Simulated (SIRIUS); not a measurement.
Ti:

```
CELL_PARAMETERS angstrom
-1.64100 1.64100 1.64100
1.64100 -1.64100 1.64100
1.64100 1.64100 -1.64100
ATOMIC_POSITIONS crystal
Ti 0.00000 0.00000 0.00000
```

This isn't the form of Ti at room conditions, which is hcp.

* Program: SIRIUS 7.12.0
* Task: single point
* Functional: PBEsol
* Potentials or basis: PseudoDojo 0.4.1 PBEsol standard (scalar relativistic)
* Cutoff: 1152 eV
* Density cutoff: 4606 eV
* k mesh: 11 × 11 × 11
* Occupations: fermi-dirac, width 0.05 eV
* Spin: no spin polarisation

On this cell: pressure -6.7 GPa; band gap on the k mesh none (metal or under the smearing width).

The same run follows on a disturbed copy (cell strained at random at fixed volume):

```xyz
1
Lattice="-1.6651 1.6614 1.5991 1.6804 -1.7051 1.6580 1.6045 1.6445 -1.6428" Properties=species:S:1:pos:R:3 pbc="T T T"
Ti    0.0349   -0.0129   -0.0109
```

Problem. What does the disturbed cell give?

Solution. The energy (extrapolated to zero smearing) moves by +2.4 meV/atom; pressure -6.7 GPa; band gap on the k mesh none (metal or under the smearing width).

Stress tensor (GPa, compression positive):
```
-6.65  1.23 -0.58
 1.23 -6.27  0.93
-0.58  0.93 -7.08
```
